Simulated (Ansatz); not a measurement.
A run of Ansatz 0.2.0:

The input input.yaml:

```yaml
crystal:
  lattice:
    - [2.34185, -1.7113, 0.0]
    - [2.34185, 1.7113, 0.0]
    - [-0.8500274268, 0.0, 5.0578693947]
  atoms:
    - { symbol: Cu, position: [0.5, 0.0, 0.5] }
    - { symbol: Cu, position: [0.0, 0.5, 0.0] }
    - { symbol: O, position: [0.4184, 0.5816, 0.75] }
    - { symbol: O, position: [0.5816, 0.4184, 0.25] }
hamiltonian:
  xc: hse06
  pseudopotentials: { kind: paw }
kpoints:
  mp_grid: { grid: [5, 5, 3] }
scf:
  occupations: { method: fermi_dirac, width: 0.05 }
output:
  forces: true
  stress: true
  write_density: true
  write_potential: true
  elf: true
  volumetric_format: npy
relax:
  f_tol: 0.01
  max_steps: 40
  cell: { stress_tol: 0.05 }
```

Potentials or basis: Ansatz PAW.

Run with:

```sh
$ ansatz run input.yaml --threads 2 --pin off --max-ram 5632MiB --backend cpu --events-out ev --progress --plain --runs-dir out
```

Hardware: 2 threads of Arm Neoverse V1, on a shared host.

Q: How long does it take, and how much memory?

A: It took 9.1 min on 2 threads of Arm Neoverse V1, with other jobs on the host, peak memory 1 GiB. Counts: scf iterations 483, plane waves 829, k points 24, bands 30, ion steps 25.
